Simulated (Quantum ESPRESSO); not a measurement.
**Si2W: single point with PBEsol**

Si2W:

```
W Si
1.0
    -1.60690    1.60690    3.91495
     1.60690   -1.60690    3.91495
     1.60690    1.60690   -3.91495
W Si
1 2
Direct
  0.00000 0.00000 0.00000
  0.66530 0.66530 0.00000
  0.33470 0.33470 0.00000
```

```
Program             : Quantum ESPRESSO 7.5
Task                : single point
Functional          : PBEsol
Potentials or basis : GBRV 1.5 PBEsol
Cutoff              : 762 eV
Density cutoff      : 6095 eV
k mesh              : 12 × 12 × 12
Occupations         : fermi-dirac, width 0.05 eV
Spin                : no spin polarisation
Mixing beta         : 0.5
Most SCF iterations : 120
SCF threshold       : 6e-10 Ry
```

| Quantity | Value |
| --- | --- |
| Pressure | -1.9 GPa |
| Largest force | 0.027 eV/Å |
| Band gap on the k mesh | none (metal or under the smearing width) |

Forces in eV/Å, atoms in the order of the input:
```
W    0.000  0.000  0.000
Si   0.000  0.000  0.027
Si   0.000  0.000 -0.027
```

Stress tensor (GPa, compression positive):
```
-2.11  0.00  0.00
 0.00 -2.11  0.00
 0.00  0.00 -1.56
```

Levels at points of the mesh, in eV from the Fermi level:
```tsv
k point	band 8	band 9	band 10	band 11	band 12	band 13	band 14	band 15
(0.00, 0.00, 0.00)	-3.37	-2.85	-2.85	0.59	2.75	2.91	3.07	3.07
(0.00, 0.00, -0.50)	-5.48	-5.03	-3.27	-1.77	2.80	2.93	3.09	3.89
(0.00, -0.50, 0.00)	-4.86	-2.81	-2.79	-0.46	2.66	2.79	3.93	4.40
(-0.50, -0.50, -0.50)	-2.60	-0.84	-0.84	-0.52	-0.52	0.77	4.51	4.86
```

Run time: 52 s on 2 MPI ranks on Intel(R) Xeon(R) 6975P-C (Granite Rapids), on a shared host, peak memory 0.52 GiB a rank.

The run has no spin-orbit coupling, so splittings on W are missing.
